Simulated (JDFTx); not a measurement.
Write the native input for JDFTx 1.7.0 (patched build) that does the following.

* Task: band structure
* Functional: PBE
* Potentials or basis: PseudoDojo-SR-PBE-0.5-standard with smoothed tails
* Cutoff: 1143 eV
* Density cutoff: 9143 eV
* k mesh: 10 × 10 × 8
* Occupations: fermi-dirac, width 0.05 eV
* Spin: no spin polarisation
* Hubbard terms: Ti d U = 6 eV
* Band ratio of the Davidson solver: 1.3
* Local potential set to -Z/r beyond: 6 bohr
* Density cutoff over wavefunction cutoff: 8
* Max SCF steps: 30
* SCF threshold on the energy: 1e-06 Ha
* Solver of the electrons: minimize
* Further solve for the empty bands: no
* Start: density of an earlier self-consistent run, held fixed
* Path: G-M-K-G-A-L-H-A-L-M-K-H
* Hubbard projectors: atomic pseudo-orbitals, not orthogonalised

The system is TiB2.

```
Ti B
1.0
     3.02920    0.00000    0.00000
    -1.51460    2.62336    0.00000
     0.00000    0.00000    3.22840
Ti B
1 2
Direct
  0.00000 0.00000 0.00000
  0.66667 0.33333 0.50000
  0.33333 0.66667 0.50000
```

These files were run (other wordings do the same):

bands.in

```
lattice \
    5.7243583767    -2.8621791884     0.0000000000 \
    0.0000000000     4.9574397745     0.0000000000 \
    0.0000000000     0.0000000000     6.1007918207
coords-type Cartesian
ion Ti     0.0000000000     0.0000000000     0.0000000000 1
ion B      2.8621791886     1.6524799247     3.0503959104 1
ion B     -0.0000000003     3.3049598498     3.0503959104 1

ion-species pseudo/Ti.upf
ion-species pseudo/B.upf
elec-cutoff 42 336
elec-ex-corr gga-PBE
elec-smearing Fermi 0.0018374661
elec-n-bands 15
add-U Ti d 0.220496
electronic-minimize nIterations 30 energyDiffThreshold 1e-06
davidson-band-ratio 1.3
forces-output-coords Cartesian
include path.kpoints
symmetries none
fix-electron-density run.$VAR

dump-name bands.$VAR
dump End Ecomponents EigStats BandEigs Kpoints Forces
```

path.kpoints

```
kpoint +0.0000000000 +0.0000000000 +0.0000000000 0.020000000000
kpoint +0.1000000000 +0.0000000000 +0.0000000000 0.020000000000
kpoint +0.2000000000 +0.0000000000 +0.0000000000 0.020000000000
kpoint +0.3000000000 +0.0000000000 +0.0000000000 0.020000000000
kpoint +0.4000000000 +0.0000000000 +0.0000000000 0.020000000000
kpoint +0.5000000000 +0.0000000000 +0.0000000000 0.020000000000
kpoint +0.4444444444 +0.1111111111 +0.0000000000 0.020000000000
kpoint +0.3888888889 +0.2222222222 +0.0000000000 0.020000000000
kpoint +0.3333333333 +0.3333333333 +0.0000000000 0.020000000000
kpoint +0.2857142857 +0.2857142857 +0.0000000000 0.020000000000
kpoint +0.2380952381 +0.2380952381 +0.0000000000 0.020000000000
kpoint +0.1904761905 +0.1904761905 +0.0000000000 0.020000000000
kpoint +0.1428571429 +0.1428571429 +0.0000000000 0.020000000000
kpoint +0.0952380952 +0.0952380952 +0.0000000000 0.020000000000
kpoint +0.0476190476 +0.0476190476 +0.0000000000 0.020000000000
kpoint +0.0000000000 +0.0000000000 +0.0000000000 0.020000000000
kpoint +0.0000000000 +0.0000000000 +0.1000000000 0.020000000000
kpoint +0.0000000000 +0.0000000000 +0.2000000000 0.020000000000
kpoint +0.0000000000 +0.0000000000 +0.3000000000 0.020000000000
kpoint +0.0000000000 +0.0000000000 +0.4000000000 0.020000000000
kpoint +0.0000000000 +0.0000000000 +0.5000000000 0.020000000000
kpoint +0.0833333333 +0.0000000000 +0.5000000000 0.020000000000
kpoint +0.1666666667 +0.0000000000 +0.5000000000 0.020000000000
kpoint +0.2500000000 +0.0000000000 +0.5000000000 0.020000000000
kpoint +0.3333333333 +0.0000000000 +0.5000000000 0.020000000000
kpoint +0.4166666667 +0.0000000000 +0.5000000000 0.020000000000
kpoint +0.5000000000 +0.0000000000 +0.5000000000 0.020000000000
kpoint +0.4444444444 +0.1111111111 +0.5000000000 0.020000000000
kpoint +0.3888888889 +0.2222222222 +0.5000000000 0.020000000000
kpoint +0.3333333333 +0.3333333333 +0.5000000000 0.020000000000
kpoint +0.2916666667 +0.2916666667 +0.5000000000 0.020000000000
kpoint +0.2500000000 +0.2500000000 +0.5000000000 0.020000000000
kpoint +0.2083333333 +0.2083333333 +0.5000000000 0.020000000000
kpoint +0.1666666667 +0.1666666667 +0.5000000000 0.020000000000
kpoint +0.1250000000 +0.1250000000 +0.5000000000 0.020000000000
kpoint +0.0833333333 +0.0833333333 +0.5000000000 0.020000000000
kpoint +0.0416666667 +0.0416666667 +0.5000000000 0.020000000000
kpoint +0.0000000000 +0.0000000000 +0.5000000000 0.020000000000
kpoint +0.5000000000 +0.0000000000 +0.5000000000 0.020000000000
kpoint +0.5000000000 +0.0000000000 +0.4000000000 0.020000000000
kpoint +0.5000000000 +0.0000000000 +0.3000000000 0.020000000000
kpoint +0.5000000000 +0.0000000000 +0.2000000000 0.020000000000
kpoint +0.5000000000 +0.0000000000 +0.1000000000 0.020000000000
kpoint +0.5000000000 +0.0000000000 +0.0000000000 0.020000000000
kpoint +0.3333333333 +0.3333333333 +0.0000000000 0.020000000000
kpoint +0.3333333333 +0.3333333333 +0.1000000000 0.020000000000
kpoint +0.3333333333 +0.3333333333 +0.2000000000 0.020000000000
kpoint +0.3333333333 +0.3333333333 +0.3000000000 0.020000000000
kpoint +0.3333333333 +0.3333333333 +0.4000000000 0.020000000000
kpoint +0.3333333333 +0.3333333333 +0.5000000000 0.020000000000
```

Potentials or basis: PseudoDojo-SR-PBE-0.5-standard with smoothed tails.

The run is started by

```bash
$ jdftx -c 1 -i bands.in -o bands.out
```

It gave:

The band gap along the path is none (metal or under the smearing width).

Caveat: U without spin polarisation on a metal has little footing; the U is typed as a test and isn't derived for this compound.

Run time: 10 s on 1 thread of Intel(R) Xeon(R) 6975P-C (Granite Rapids) (shared host), peak memory 0.1 GiB.
